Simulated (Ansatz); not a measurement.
**Property card for TiO₂**

Theory: Ansatz, DFT PBE, scalar-relativistic, plane waves, PAW.

Plane waves to 420 eV, a k mesh through Γ of 8×8×6 on the computed 6-atom cell and Gaussian smearing (0.02 eV); no spin polarisation.

The structure is relaxed at this level of theory with its symmetry kept.

```
CELL_PARAMETERS angstrom
2.68621 -2.68628 -0.01957
2.68621 2.68628 -0.01957
-2.64893 0.00000 4.86900
ATOMIC_POSITIONS crystal
Ti 0.12511 0.87489 0.25000
Ti 0.87489 0.12511 0.75000
O 0.33142 0.08163 0.66295
O 0.66858 0.91837 0.33705
O 0.91837 0.66858 0.83705
O 0.08163 0.33142 0.16295
```

**Question.** Formation energy from the elements' standard states (uncorrected)?

**Answer.** -3.049 eV/atom.

**Question.** Kohn–Sham band gap?

**Answer.** 2.12 eV, indirect from (0.432, -0.432, 0.000) to Γ.

**Question.** Löwdin character of the top 1 eV of the valence band?

**Answer.** O 2p 93 %.

**Question.** Löwdin character of the lowest 1 eV of the conduction band?

**Answer.** Ti 3d 91 %.

**Question.** Electron masses at the edge by Cartesian direction of the computed cell, whose vectors are (2.686, -2.686, -0.020), (2.686, 2.686, -0.020), (-2.649, 0.000, 4.869) Å (m_e; degenerate bands sorted by energy; no spin-orbit coupling)?

**Answer.** x: 0.42; y: 0.42; z: 4.1.

**Question.** Hole masses at the edge by Cartesian direction of the computed cell, whose vectors are (2.686, -2.686, -0.020), (2.686, 2.686, -0.020), (-2.649, 0.000, 4.869) Å (m_e; degenerate bands sorted by energy; no spin-orbit coupling)?

**Answer.** x: 2.5; y: 1.9; z: 0.96.

**Question.** Bulk modulus?

**Answer.** 171 GPa.

**Question.** Its pressure derivative?

**Answer.** 2.4.

**Question.** Bader charges (e)?

**Answer.** Ti (2 in the cell) 2.28, O (4 in the cell) -1.14.

A ferromagnetic start lost its moments in a first run, so spin was left out; other magnetic orders weren't tried.